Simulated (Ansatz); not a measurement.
# ZrN: the cost of one run

Program: Ansatz 0.2.0. Level of theory: DFT PBE, scalar-relativistic, plane waves, PAW. These are calculated values, not measurements.

The COD entry's cell or inner coordinates are ideal or old and differ from later refinements, so a difference from it is no clean test against experiment.

### 1 The starting structure

The structure is cubic, space group Fm-3m (No. 225). Conventional cell: a = 4.600 Å, b = 4.600 Å, c = 4.600 Å, α = 90.00°, β = 90.00°, γ = 90.00°. Around Zr (site symmetry m-3m) lie 6 N at 2.30 Å. N (site symmetry m-3m) has 6 Zr at 2.30 Å as nearest neighbours.

Coordinates:

```
Zr N
1.0
     0.00000    2.30000    2.30000
     2.30000    0.00000    2.30000
     2.30000    2.30000    0.00000
Zr N
1 1
Cartesian
  2.3000 2.3000 2.3000
  0.0000 0.0000 0.0000
```

The structure rests on an entry of the Crystallography Open Database; cell or positions may have been set otherwise for this series.

### 2 Relaxing cell and atoms: ZrN, no spin, 15 GPa

Contents of input.yaml:

```yaml
crystal:
  lattice:
    - [0.0, 2.3, 2.3]
    - [2.3, 0.0, 2.3]
    - [2.3, 2.3, 0.0]
  atoms:
    - { symbol: Zr, position: [0.5, 0.5, 0.5] }
    - { symbol: "N", position: [0.0, 0.0, 0.0] }
scf:
  occupations: { method: methfessel_paxton, width: 0.1 }
output:
  forces: true
  stress: true
  eigenvalues: true
  write_density: true
  write_potential: true
  elf: true
  volumetric_format: npy
kpoints:
  mp_grid: { grid: [18, 18, 18] }
hamiltonian:
  xc: pbe
relax:
  f_tol: 0.002
  adjacent_minimum: "off"
  cell: { stress_tol: 0.05, p_target: 15 }
```

Launch:

```bash
$ ansatz run input.yaml --threads 4 --pin off --max-ram 12288MiB --backend cpu --events-out ev --progress --plain --runs-dir out
```

**Question.** How long does this run take on 4 threads of Intel Xeon Platinum 8488C (Sapphire Rapids), shared host, and how much memory does it need?

About 5.5 s, with a peak of 0.42 GiB.
